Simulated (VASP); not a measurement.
# Re (P6_3/mmc) in VASP: further runs

Aim: see how the results for Re move with the level of theory and the settings. Levels: r2SCAN, r2SCAN+rVV10. Tasks: relaxation of cell and atoms.

Everything below comes from runs of VASP 6.6.1. Logs are shortened: lines on timing, memory, paths and dates and some standing lists are left out, and cuts for length are marked.

### 1 The crystal as given

Symmetry: P6_3/mmc, No. 194, hexagonal system. Conventional cell: a = 2.761 Å, b = 2.761 Å, c = 4.456 Å, α = 90.00°, β = 90.00°, γ = 120.00°. Re (site symmetry -6m2) is surrounded by 12 Re at 2.74 to 2.76 Å.

### 2 Relaxation of cell and atoms, r2SCAN

Input file INCAR:

```
PREC = Accurate
ENCUT = 600
EDIFF = 1E-7
ISMEAR = 0
SIGMA = 0.1
LREAL = F
LASPH = T
NELM = 100
ALGO = Normal
ISIF = 3
LWAVE = F
LCHARG = F
METAGGA = R2SCAN
LMIXTAU = T
IBRION = 2
NSW = 90
EDIFFG = -0.005
```

Input file KPOINTS:

```
Automatic mesh
0
Gamma
  18 18 10
```

Input file POSCAR:

```
Re
1.0
    2.7610000000      0.0000000000      0.0000000000
   -1.3805000000      2.3910961400      0.0000000000
    0.0000000000      0.0000000000      4.4560000000
Re
2
Direct
    0.3333333300      0.6666666700      0.2500000000
    0.6666666700      0.3333333300      0.7500000000
```

Potentials or basis: VASP PAW PBE potentials, release 64 (Re).

Command:

```console
cat potpaw_PBE.64/Re/POTCAR > POTCAR
mpirun -np 1 vasp_std > vasp.out
```

OUTCAR:

```text
PREC = Accurate
   ENCUT = 600
   EDIFF = 1E-7
   ISMEAR = 0
   LREAL = F
   LASPH = T
   NELM = 100
   ISIF = 3
   METAGGA = R2SCAN
   IBRION = 2
   NSW = 90
   EDIFFG = -0.005

 ion  position               nearest neighbor table
   1  0.333  0.667  0.250-   2 2.74   2 2.74   2 2.74   2 2.74   2 2.74   2 2.74
   2  0.667  0.333  0.750-   1 2.74   1 2.74   1 2.74   1 2.74   1 2.74   1 2.74

  LATTYP: Found a hexagonal cell.
 ALAT       =     2.7610000000
 C/A-ratio  =     1.6139080043

  Lattice vectors:

 A1 = (   2.7610000000,   0.0000000000,   0.0000000000)
 A2 = (  -1.3805000000,   2.3910961400,   0.0000000000)
 A3 = (   0.0000000000,   0.0000000000,   4.4560000000)

Analysis of symmetry for initial positions (statically):
=====================================================================
 Subroutine PRICEL returns:
 Original cell was already a primitive cell.

 Routine SETGRP: Setting up the symmetry group for a
 hexagonal supercell.

 Subroutine GETGRP returns: Found 24 space group operations
 (whereof 12 operations were pure point group operations)
 out of a pool of 24 trial point group operations.

The static configuration has the point symmetry D_3d.
 The point group associated with its full space group is D_6h.

Analysis of symmetry for dynamics (positions and initial velocities):
=====================================================================
 Subroutine PRICEL returns:
 Original cell was already a primitive cell.

 Routine SETGRP: Setting up the symmetry group for a
 hexagonal supercell.

 Subroutine GETGRP returns: Found 24 space group operations
 (whereof 12 operations were pure point group operations)
 out of a pool of 24 trial point group operations.

The dynamic configuration has the point symmetry D_3d.
 The point group associated with its full space group is D_6h.

 Subroutine INISYM returns: Found 24 space group operations
 (whereof 12 operations are pure point group operations),
 and found     1 'primitive' translations

----------------------------------------------------------------------------------------

                                     Primitive cell

  volume of cell :      29.4177

  direct lattice vectors                    reciprocal lattice vectors
     2.761000000  0.000000000  0.000000000     0.362187613  0.209109116  0.000000000
    -1.380500000  2.391096140  0.000000000     0.000000000  0.418218232  0.000000000
     0.000000000  0.000000000  4.456000000     0.000000000  0.000000000  0.224416517

  length of vectors
     2.761000000  2.761000000  4.456000000     0.418218232  0.418218232  0.224416517

  position of ions in fractional coordinates (direct lattice)
     0.333333330  0.666666670  0.250000000
     0.666666670  0.333333330  0.750000000

[... 102 lines left out ...]
   LHFCALC =     F    Hartree Fock is set to
   AEXX    =    0.0000 exact exchange contribution
   IVDW    =     0    specifies the selected vdW correction
   LEPSILON=     F    determine dielectric tensor
   LRPA    =     F    only Hartree local field effects (RPA)
 conjugate gradient relaxation of ions
 non-spin polarized calculation
 Gauss-broadening in eV      SIGMA  =   0.10
  energy-cutoff  :      600.00
  volume of cell :       29.42
 maximum number of plane-waves:      1014
 NGX is ok and might be reduce to    24

--------------------------------------- Ionic step        1  -------------------------------------------

 number of electron      14.0000000 magnetization

 Free energy of the ion-electron system (eV)
  ---------------------------------------------------
  ext. energy  EPLUGINS =         0.00000000
  ---------------------------------------------------
  free energy    TOTEN  =      -104.90576019 eV

  energy without entropy =     -104.89811680  energy(sigma->0) =     -104.90193849

------------------------ aborting loop because EDIFF is reached ----------------------------------------

  FORCE on cell =-STRESS in cart. coord.  units (eV):
  Direction    XX          YY          ZZ          XY          YZ          ZX
  --------------------------------------------------------------------------------------
  -------------------------------------------------------------------------------------
  Total       -0.0916972     -0.0916972      0.1164732      0.0000000     -0.0000000     -0.0000000
  in kB       -4.9941115     -4.9941115      6.3434869      0.0000000     -0.0000000     -0.0000000
  external PRESSURE =      -1.2149120 kB  Pullay stress =       0.0000000 kB
[... 131 lines left out ...]
--------------------------------------- Ionic step        5  -------------------------------------------

 number of electron      14.0000000 magnetization

 Free energy of the ion-electron system (eV)
  ---------------------------------------------------
  ext. energy  EPLUGINS =         0.00000000
  ---------------------------------------------------
  free energy    TOTEN  =      -104.90592939 eV

  energy without entropy =     -104.89835159  energy(sigma->0) =     -104.90214049

 E-fermi :   7.6770     XC(G=0): -14.9951

 val. band max:        7.6534419943   @ k =   0.2778   0.1667   0.5000
 cond. band min:       7.6801895225   @ k =   0.3333   0.1667   0.4000
 fundamental gap:      0.0267475282
 Fermi energy:         7.6770443821

 k-point     1 :       0.0000    0.0000    0.0000
  band No.  band energies     occupation
      1      -2.6568      2.00000
      2       0.7540      2.00000
      3       6.0272      2.00000
      4       6.0719      2.00000
      5       6.0719      2.00000
      6       6.9318      2.00000
      7       6.9318      2.00000
      8       7.9289      0.00037
      9       7.9289      0.00037
     10       8.2214      0.00000
     11      11.2174      0.00000
[... 309 lines left out ...]
 k-point    24 :       0.3889    0.1111    0.0000
  band No.  band energies     occupation
      1       1.8424      2.00000
      2       1.9829      2.00000
      3       2.3263      2.00000
      4       5.2495      2.00000
      5       5.5452      2.00000
      6       6.2325      2.00000
      7       7.0163      2.00000
      8      11.0197      0.00000
      9      11.6573      0.00000
     10      11.9391      0.00000
     11      13.5604      0.00000

 [... further k-points ...]

------------------------ aborting loop because EDIFF is reached ----------------------------------------

  FORCE on cell =-STRESS in cart. coord.  units (eV):
  Direction    XX          YY          ZZ          XY          YZ          ZX
  --------------------------------------------------------------------------------------
  -------------------------------------------------------------------------------------
  Total        0.0060162      0.0060162      0.0031838      0.0000000      0.0000000      0.0000000
  in kB        0.3277836      0.3277836      0.1734623      0.0000000      0.0000000      0.0000000
  external PRESSURE =       0.2763432 kB  Pullay stress =       0.0000000 kB
[... 17 lines left out ...]
  FREE ENERGIE OF THE ION-ELECTRON SYSTEM (eV)
  ---------------------------------------------------
  free  energy   TOTEN  =      -104.9059293892 eV

  energy  without entropy=     -104.8983515870  energy(sigma->0) =     -104.90214049

 reached required accuracy - stopping structural energy minimisation
```

OSZICAR:

```text
N       E                     dE             d eps       ncg     rms          rms(c)
DAV:   1    -0.406620899569E+02   -0.40662E+02   -0.77906E+03  8455   0.181E+03
DAV:   2    -0.975407149483E+02   -0.56879E+02   -0.48588E+02  7489   0.332E+02
DAV:   3    -0.105577703717E+03   -0.80370E+01   -0.63918E+01  8011   0.319E+02
DAV:   4    -0.106101825311E+03   -0.52412E+00   -0.45672E+00  8954   0.390E+01
[... 47 lines left out ...]
DAV:   3    -0.104905927583E+03    0.94278E-05   -0.28567E-05  9096   0.170E-01    0.510E-03
DAV:   4    -0.104905928536E+03   -0.95293E-06   -0.21591E-06  8770   0.249E-02    0.456E-03
DAV:   5    -0.104905928965E+03   -0.42954E-06   -0.39436E-07  4734   0.142E-02    0.180E-03
DAV:   6    -0.104905929337E+03   -0.37149E-06   -0.68682E-08  2858   0.137E-02    0.938E-04
DAV:   7    -0.104905929389E+03   -0.52336E-07   -0.10382E-07  3033   0.744E-03
   5 F= -.10490593E+03 E0= -.10490214E+03  d E =-.518886E-05
```

Wall time 9.3 min (1 thread of Intel Xeon Platinum 8488C (Sapphire Rapids), shared host); peak memory 0.24 GiB.

What came out:

```yaml
Free_energy: -104.9059 eV
Relaxed_volume: 14.70 Å³/atom
Relaxed_cell: a = 2.758 Å, b = 2.758 Å, c = 4.463 Å, α = 90.00°, β = 90.00°, γ = 120.00°
Space_group_after_relaxing_to_0.05_Å: P6_3/mmc (No. 194)
Energy_gained_by_relaxing: 0.1 meV/atom
Ionic_steps: 5
Pressure_after_relaxing: 0.0 GPa
Band_gap_on_the_k_mesh: none (metal or under the smearing width)
```

Step by step:
```csv
step,energy change (eV),largest force (eV/Å),pressure (GPa),volume (Å³)
1,0.0000,0.0000,-0.12,29.42
2,0.0001,0.0000,0.53,29.37
3,-0.0002,0.0000,0.17,29.40
4,-0.0001,0.0000,-0.56,29.45
5,-0.0002,0.0000,0.03,29.41
```

Final structure:
```
Re
1.0
     2.75846    0.00000    0.00000
    -1.37923    2.38890    0.00000
     0.00000    0.00000    4.46255
Re
2
Direct
  0.33333 0.66667 0.25000
  0.66667 0.33333 0.75000
```

Levels at points of the mesh, in eV from the Fermi level:
| k point | band 4 | band 5 | band 6 | band 7 | band 8 | band 9 | band 10 | band 11 |
| --- | --- | --- | --- | --- | --- | --- | --- | --- |
| (0.00, 0.00, 0.00) | -1.61 | -1.61 | -0.75 | -0.75 | 0.25 | 0.25 | 0.54 | 3.54 |
| (0.50, 0.00, 0.00) | -1.96 | -1.85 | -1.45 | -0.63 | 4.15 | 4.55 | 4.70 | 6.30 |
| (0.00, 0.00, 0.50) | -2.51 | -1.74 | -1.74 | -1.74 | -1.74 | 2.68 | 2.68 | 2.68 |
| (0.50, 0.00, 0.50) | -4.27 | 0.46 | 0.46 | 0.92 | 0.92 | 4.47 | 4.47 | 4.97 |

Caveat: the PAW data sets were made with another functional, which shifts forces and pressure a little. Spin-orbit coupling is left out, which matters for the levels of Re.

### 3 Relaxation of cell and atoms, r2SCAN+rVV10

Edit INCAR of step 2 so:

```diff
@@ -14,2 +14,6 @@
 LMIXTAU = T
+LUSE_VDW = T
+IVDW_NL = 2
+BPARAM = 11.95
+CPARAM = 0.0093
 IBRION = 2
```

KPOINTS is that of step 2.

POSCAR is that of step 2.

Potentials or basis: VASP PAW PBE potentials, release 64 (Re).

Command:

```console
cat potpaw_PBE.64/Re/POTCAR > POTCAR
mpirun -np 1 vasp_std > vasp.out
```

Run time: 11 min. Hardware: 1 thread of Intel Xeon Platinum 8488C (Sapphire Rapids), shared host; peak memory 0.33 GiB.

Results (log left out):

```
Free energy                            : -104.6984 eV
Relaxed volume                         : 14.65 Å³/atom
Relaxed cell                           : a = 2.755 Å, b = 2.755 Å, c = 4.458 Å, α = 90.00°, β = 90.00°, γ = 120.00°
Space group after relaxing (to 0.05 Å) : P6_3/mmc (No. 194)
Energy gained by relaxing              : 0.4 meV/atom
Ionic steps                            : 5
Pressure after relaxing                : 0.0 GPa
Band gap on the k mesh                 : none (metal or under the smearing width)
```

Step by step:
```csv
step,energy change (eV),largest force (eV/Å),pressure (GPa),volume (Å³)
1,0.0000,0.0000,-1.46,29.42
2,0.0088,0.0000,6.58,28.85
3,-0.0006,0.0000,0.14,29.30
4,-0.0006,0.0000,-0.11,29.32
5,-0.0007,0.0000,0.02,29.31
```

Final structure:
```cif
data_structure
_symmetry_space_group_name_H-M 'P 1'
_symmetry_Int_Tables_number 1
_cell_length_a 2.7553
_cell_length_b 2.7553
_cell_length_c 4.4578
_cell_angle_alpha 90.000
_cell_angle_beta 90.000
_cell_angle_gamma 120.000
_cell_volume 29.31
loop_
_atom_site_label
_atom_site_type_symbol
_atom_site_fract_x
_atom_site_fract_y
_atom_site_fract_z
_atom_site_occupancy
Re1 Re 0.33333 0.66667 0.25000 1
Re2 Re 0.66667 0.33333 0.75000 1
```

Levels at points of the mesh, in eV from the Fermi level:
| k point | band 3 | band 4 | band 5 | band 6 | band 7 | band 8 | band 9 | band 10 | band 11 |
| --- | --- | --- | --- | --- | --- | --- | --- | --- | --- |
| (0.00, 0.00, 0.00) | -1.66 | -1.61 | -1.61 | -0.75 | -0.75 | 0.26 | 0.26 | 0.53 | 3.56 |
| (0.50, 0.00, 0.00) | -5.51 | -1.97 | -1.87 | -1.45 | -0.63 | 4.18 | 4.58 | 4.73 | 6.33 |
| (0.00, 0.00, 0.50) | -2.52 | -2.52 | -1.74 | -1.74 | -1.74 | -1.74 | 2.70 | 2.70 | 2.70 |
| (0.50, 0.00, 0.50) | -4.30 | -4.30 | 0.46 | 0.46 | 0.92 | 0.92 | 4.50 | 4.50 | 4.99 |

Caveat: the PAW data sets were made with another functional, which shifts forces and pressure a little. The run has no spin-orbit coupling, so splittings on Re are missing.

### 4 Relaxation of cell and atoms, r2SCAN

Input file INCAR:

```
SYSTEM = Re
PREC = Accurate ; ENCUT = 600
EDIFF = 1E-7 ; ISMEAR = 0
SIGMA = 0.1 ; LREAL = .False.
LASPH = .True. ; NELM = 80
ALGO = Normal ; ISIF = 3
LWAVE = .False. ; LCHARG = .False.
METAGGA = R2SCAN ; LMIXTAU = .True.
IBRION = 2 ; NSW = 90
EDIFFG = -0.005
```

Input file KPOINTS:

```
regular mesh
0
Gamma
  18 18 10
  0 0 0
```

POSCAR is that of step 3.

Potentials or basis: VASP PAW PBE potentials, release 64 (Re).

Command:

```console
cat potpaw_PBE.64/Re/POTCAR > POTCAR
mpirun -np 1 vasp_std > vasp.out
```

OUTCAR:

```text
SYSTEM = Re
   PREC = Accurate
   ENCUT = 600
   EDIFF = 1E-7
   ISMEAR = 0
   LREAL = .False.
   LASPH = .True.
   NELM = 80
   ISIF = 3
   METAGGA = R2SCAN
   IBRION = 2
   NSW = 90
   EDIFFG = -0.005

 ion  position               nearest neighbor table
   1  0.333  0.667  0.250-   2 2.74   2 2.74   2 2.74   2 2.74   2 2.74   2 2.74
   2  0.667  0.333  0.750-   1 2.74   1 2.74   1 2.74   1 2.74   1 2.74   1 2.74

  LATTYP: Found a hexagonal cell.
 ALAT       =     2.7610000000
 C/A-ratio  =     1.6139080043

  Lattice vectors:

 A1 = (   2.7610000000,   0.0000000000,   0.0000000000)
 A2 = (  -1.3805000000,   2.3910961400,   0.0000000000)
 A3 = (   0.0000000000,   0.0000000000,   4.4560000000)

Analysis of symmetry for initial positions (statically):
[... 342 lines left out ...]
      1      -2.6568      2.00000
      2       0.7540      2.00000
      3       6.0272      2.00000
      4       6.0719      2.00000
      5       6.0719      2.00000
      6       6.9318      2.00000
      7       6.9318      2.00000
      8       7.9289      0.00037
      9       7.9289      0.00037
     10       8.2214      0.00000
     11      11.2174      0.00000
[... 309 lines left out ...]
 k-point    24 :       0.3889    0.1111    0.0000
  band No.  band energies     occupation
      1       1.8424      2.00000
      2       1.9829      2.00000
      3       2.3263      2.00000
      4       5.2495      2.00000
      5       5.5452      2.00000
      6       6.2325      2.00000
      7       7.0163      2.00000
      8      11.0197      0.00000
      9      11.6573      0.00000
     10      11.9391      0.00000
     11      13.5604      0.00000

 [... further k-points ...]

------------------------ aborting loop because EDIFF is reached ----------------------------------------

  FORCE on cell =-STRESS in cart. coord.  units (eV):
  Direction    XX          YY          ZZ          XY          YZ          ZX
  --------------------------------------------------------------------------------------
  -------------------------------------------------------------------------------------
  Total        0.0060162      0.0060162      0.0031838      0.0000000      0.0000000      0.0000000
  in kB        0.3277836      0.3277836      0.1734623      0.0000000      0.0000000      0.0000000
  external PRESSURE =       0.2763432 kB  Pullay stress =       0.0000000 kB
[... 17 lines left out ...]
  FREE ENERGIE OF THE ION-ELECTRON SYSTEM (eV)
  ---------------------------------------------------
  free  energy   TOTEN  =      -104.9059293892 eV

  energy  without entropy=     -104.8983515870  energy(sigma->0) =     -104.90214049

 reached required accuracy - stopping structural energy minimisation
```

Run time: 10 min. Hardware: 1 thread of Intel Xeon Platinum 8488C (Sapphire Rapids), shared host; peak memory 0.24 GiB.

Results:

```yaml
Free_energy: -104.9059 eV
Relaxed_volume: 14.70 Å³/atom
Relaxed_cell: a = 2.758 Å, b = 2.758 Å, c = 4.463 Å, α = 90.00°, β = 90.00°, γ = 120.00°
Space_group_after_relaxing_to_0.05_Å: P6_3/mmc (No. 194)
Energy_gained_by_relaxing: 0.1 meV/atom
Ionic_steps: 5
Pressure_after_relaxing: 0.0 GPa
Band_gap_on_the_k_mesh: none (metal or under the smearing width)
```

The path:
| step | energy change (eV) | largest force (eV/Å) | pressure (GPa) | volume (Å³) |
| --- | --- | --- | --- | --- |
| 1 | 0.0000 | 0.0000 | -0.12 | 29.42 |
| 2 | 0.0001 | 0.0000 | 0.53 | 29.37 |
| 3 | -0.0002 | 0.0000 | 0.17 | 29.40 |
| 4 | -0.0001 | 0.0000 | -0.56 | 29.45 |
| 5 | -0.0002 | 0.0000 | 0.03 | 29.41 |

Final structure:
```xyz
2
Lattice="2.7585 0.0000 0.0000 -1.3792 2.3889 0.0000 0.0000 0.0000 4.4625" Properties=species:S:1:pos:R:3 pbc="T T T"
Re    0.0000    1.5926    1.1156
Re    1.3792    0.7963    3.3469
```

Levels at points of the mesh, in eV from the Fermi level:
```
           k point  band 3  band 4  band 5  band 6  band 7  band 8  band 9  band 10  band 11
(0.00, 0.00, 0.00)   -1.65   -1.61   -1.61   -0.75   -0.75    0.25    0.25     0.54     3.54
(0.50, 0.00, 0.00)   -5.48   -1.96   -1.85   -1.45   -0.63    4.15    4.55     4.70     6.30
(0.00, 0.00, 0.50)   -2.51   -2.51   -1.74   -1.74   -1.74   -1.74    2.68     2.68     2.68
(0.50, 0.00, 0.50)   -4.27   -4.27    0.46    0.46    0.92    0.92    4.47     4.47     4.97
```

Caveat: the PAW data sets were made with another functional, which shifts forces and pressure a little.

(Continued in part 2 of 2.)
